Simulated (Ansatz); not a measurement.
## Elastic constants of TlBr at 35 GPa (stress–strain coefficients): input and output

Theory: DFT LDA, scalar-relativistic, plane waves, PAW in Ansatz 0.2.0.

Launched with:
```bash
ansatz run input.yaml --threads 1 --pin off --max-ram 1228MiB --backend cpu --events-out ev --progress --plain --runs-dir out
```

Input (bare energies are in eV):
```yaml
crystal:
  lattice:
    - [3.3645851488, 0.0, 0.0]
    - [0.0, 3.3645851488, 0.0]
    - [0.0, 0.0, 3.3645851488]
  atoms:
    - { symbol: Tl, position: [0.0, 0.0, 0.0] }
    - { symbol: Br, position: [0.5, 0.5, 0.5] }
basis:
  ecutwfc: 420
kpoints:
  mp_grid: { grid: [12, 12, 12] }
hamiltonian:
  xc: lda
scf:
  occupations: { method: fermi_dirac, width: 0.15 }
output:
  forces: true
  stress: true
  eigenvalues: true
elastic:
  mode: relaxed_ion
  amplitude: 0.005
```

From the output:
```
--- Elastic constants: 2 strain directions × 4 members + reference (group order 48) ---
  dense FFT box of the reference and of every strained cell: 24×24×24
  strains applied: 11, 23; error gains: componentwise 1.00 (the most a stress slope's error grows in a printed constant), spectral 1.73 (1 for all six strains in a standard setting)
  C = ∂σ_k/∂η_j (tension-positive GPa; Voigt order 11 22 33 23 13 12):
       188.089    161.190    161.190     -0.000     -0.000     -0.000
       161.190    188.089    161.190     -0.000     -0.000     -0.000
       161.190    161.190    188.089     -0.000     -0.000     -0.000
        -0.000     -0.000     -0.000     79.496      0.000      0.000
         0.000      0.000     -0.000     -0.000     79.496     -0.000
         0.000     -0.000      0.000      0.000      0.000     79.496
  reference stress σ⁰ (GPa):    -34.983    -34.983    -34.983      0.000     -0.000      0.000
  C* (energy form; C + prestress term) asymmetry max|C*_kj − C*_jk| = 1.421e-14 GPa — a small one proves nothing (zero by symmetry where the batch's group is 432, −43m or m−3m); a large one is finite-difference/SCF noise where every solve ...
  moduli (Voigt/Reuss/Hill, GPa): K = 170.16/170.16/170.16   G = 53.08/26.82/39.95   E = 111.14   ν = 0.391
  mechanically stable: yes (min eigenvalue of sym C = 26.90 GPa)
  strain η (Voigt 11):  stress-route row diagonal C_11 = 188.09 GPa, energy-path curvature d²(F+E_count+ΔE)/dδ²/Ω₀ = 188.06 GPa
    cells at ±δ against ±2δ: C11 188.15 and 188.35 GPa, apart by 0.10 % of the column's largest entry
         δ    σ_11 (GPa) F (eV) n_scf n_hpsi n_pw
    -1.000e-2     -36.9215      -13840.4559776       8   65365    748   relax 0 steps, max|allowed force component| 1.48e-30 eV/Å
    -5.000e-3     -35.9372      -13840.4992765       4   49676    756   relax 0 steps, max|allowed force component| 9.86e-32 eV/Å
     5.000e-3     -34.0557      -13840.5824533       4   50172    768   relax 0 steps, max|allowed force component| 9.86e-32 eV/Å
     1.000e-2     -33.1545      -13840.6223949       7   57783    768   relax 0 steps, max|allowed force component| 2.47e-32 eV/Å
  strain η (Voigt 23):  stress-route row diagonal C_44 = 79.50 GPa, energy-path curvature d²(F+E_count+ΔE)/dδ²/Ω₀ = 96.98 GPa
    cells at ±δ against ±2δ: C44 79.50 and 79.52 GPa, apart by 0.02 % of the column's largest entry
         δ    σ_23 (GPa) F (eV) n_scf n_hpsi n_pw
    -1.000e-2      -0.7952      -13840.5402716       8   97605    760   relax 0 steps, max|allowed force component| 7.89e-31 eV/Å
    -5.000e-3      -0.3975      -13840.5411355       3   70925    768   relax 0 steps, max|allowed force component| 9.86e-32 eV/Å
     5.000e-3       0.3975      -13840.5411355       3   69595    768   relax 0 steps, max|allowed force component| 0.00e0 eV/Å
     1.000e-2       0.7952      -13840.5402716       6   85358    760   relax 0 steps, max|allowed force component| 3.94e-31 eV/Å
```

It took 100 s on 1 thread of Arm Neoverse N1, on a shared host, peak memory 0.49 GiB.

In a metal, frequencies and elastic constants depend on the k mesh and the smearing, soft modes and shear constants most. Spin–orbit coupling is left out, which matters for heavy elements. Other phases may be more stable at this pressure. A semilocal functional can close a gap that the real compound has.